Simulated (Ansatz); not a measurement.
# BaTiO3: the cost of one run

Program: Ansatz 0.2.0. Level of theory: DFT PBE, scalar-relativistic. These are calculated values, not measurements.

## (1) The starting structure

The structure is tetragonal, space group P4/mmm (No. 123). The conventional cell has a = 4.000 Å, b = 4.000 Å, c = 4.018 Å, α = 90.00°, β = 90.00°, γ = 90.00°. Ba (site symmetry 4/mmm) has 12 O at 2.83 Å as nearest neighbours. Around Ti (site symmetry 4/mmm) lie 6 O at 2.00 to 2.01 Å. O (site symmetry 4/mmm) is surrounded by 2 Ti at 2.01 Å and 4 Ba at 2.83 Å. O (site symmetry mmm) is surrounded by 2 Ti at 2.00 Å and 4 Ba at 2.83 Å.

Structure file:

```
Ba Ti O
1.0
     3.99980    0.00000    0.00000
     0.00000    3.99980    0.00000
     0.00000    0.00000    4.01800
Ba Ti O
1 1 3
Direct
  0.00000 0.00000 0.00000
  0.50000 0.50000 0.50000
  0.50000 0.50000 0.00000
  0.50000 0.00000 0.50000
  0.00000 0.50000 0.50000
```

Atoms are numbered in the order of the input: Ba1, Ti2, O3, O4, O5.

## (2) Volume × 0.94, LAPW

Contents of input.yaml:

```yaml
crystal:
  lattice:
    - [3.9181485176, 0.0, 0.0]
    - [0.0, 3.9181485176, 0.0]
    - [0.0, 0.0, 3.9359769848]
  atoms:
    - { symbol: Ba, position: [0.0, 0.0, 0.0] }
    - { symbol: Ti, position: [0.5, 0.5, 0.5] }
    - { symbol: O, position: [0.5, 0.5, 0.0] }
    - { symbol: O, position: [0.5, 0.0, 0.5] }
    - { symbol: O, position: [0.0, 0.5, 0.5] }
kpoints:
  mp_grid: { grid: [7, 7, 7] }
  band_path:
    path:
      - [0.0, 0.0, 0.0]
      - [0.0, 0.5, 0.0]
      - [0.5, 0.5, 0.0]
      - [0.0, 0.0, 0.0]
      - [0.0, 0.0, 0.5]
      - [0.0, 0.5, 0.5]
      - [0.5, 0.5, 0.5]
      - [0.0, 0.0, 0.5]
      - [0.0, 0.5, 0.0]
    npoints: 5
scf:
  occupations: { method: fermi_dirac, width: 0.03 }
hamiltonian:
  xc: pbe
  pseudopotentials: { kind: all_electron, lapw: { basis_error: 0.001 } }
output:
  forces: true
  stress: true
  eigenvalues: true
```

The run is started by

```
> ansatz run input.yaml --threads 2 --pin off --max-ram 6144MiB --backend cpu --events-out ev --progress --plain --runs-dir out
```

**Question.** How long does this run take on 2 threads of Arm Neoverse N1, shared host, and how much memory does it need?

About 74 s, with a peak of 0.65 GiB.
